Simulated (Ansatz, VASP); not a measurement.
# Two plane-wave programs on Mo

```
Mo
1.0
     0.00000    2.07808    2.07808
     2.07808    0.00000    2.07808
     2.07808    2.07808    0.00000
Mo
1
Direct
  0.00000 0.00000 0.00000
```

Alike in both runs: task single point; functional PBE; k mesh 22 × 22 × 22; occupations gaussian, width 0.15 eV; no spin polarisation.

|  | VASP | Ansatz |
| --- | --- | --- |
| version | VASP 6.6.1 | Ansatz 0.2.0 |
| potentials or method | VASP PAW PBE potentials, release 64 (Mo_sv) | scalar-relativistic, plane waves, PAW |
| plane-wave cutoff (eV) | 520 | 420 |
| valence electrons in the cell | 14 | 14 |

|  | VASP | Ansatz | Ansatz less VASP |
| --- | --- | --- | --- |
| gap on the k mesh at the Fermi level (eV) | none | none | - |
| pressure (GPa) | -21.0 | -21.3 | -0.34 |

A gap of «none» marks a metal or a gap that the smearing closes. The functional is the same, so the differences come from potentials, cutoffs and numerics.

Caveats: so large a pressure means that the cell lies far from this level's equilibrium, or that cutoff or potentials fall short (VASP).
